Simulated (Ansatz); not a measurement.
Take a crystal in which Sc has been replaced by Al on all its sites, with the cell rescaled by a rough guess (in some cases also distorted within its space group) and nothing relaxed:

```xyz
2
Lattice="2.7593 0.0000 0.0000 -1.3796 2.3896 0.0000 0.0000 0.0000 4.3277" Properties=species:S:1:pos:R:3 pbc="T T T"
Al    0.0000    1.5931    1.0819
Al    1.3796    0.7965    3.2458
```

Level of theory: Ansatz, DFT PBE, scalar-relativistic, plane waves, PAW.

Cutoff 420 eV; k points 18×18×10 on the computed 2-atom cell (Γ-centred); Gaussian smearing, width 0.10 eV; no spin polarisation.

Problem. Will this cell want to expand or contract, and how hard?

Solution. The pressure is 16.3 GPa (positive in compression), so the cell would expand.

Problem. Is it a metal on this mesh?

Solution. Yes, a band crosses the Fermi level.

This form isn't the element's structure at ambient conditions.